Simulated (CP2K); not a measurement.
Mg:

```xyz
2
Lattice="3.2093 0.0000 0.0000 -1.6046 2.7793 0.0000 0.0000 0.0000 5.2103" Properties=species:S:1:pos:R:3 pbc="T T T"
Mg    1.6047    0.9264    3.9077
Mg    0.0000    1.8529    1.3026
```

Base run:

| Item | Value |
| --- | --- |
| Program | CP2K 2026.2 |
| Functional | PBEsol |
| Potentials or basis | POTENTIAL_UZH Mg GTH-PBE-q10; TZVP-MOLOPT-PBE-GTH basis |
| Density cutoff | 19048 eV |
| k mesh | 10 × 10 × 5 |
| Occupations | fermi-dirac, width 0.05 eV |
| Spin | no spin polarisation |

Its results: band gap on the k mesh none (metal or under the smearing width); pressure -0.1 GPa.

Problem. The run is repeated on the same cell with these changes: functional from PBEsol to vdW-DF-cx. What comes out?

Solution. Band gap on the k mesh none (metal or under the smearing width); pressure 0.8 GPa.

Caveats: the potentials were made for another functional, which shifts forces and pressure; the basis of atomic orbitals isn't converged, which shifts pressures, moduli and gaps.
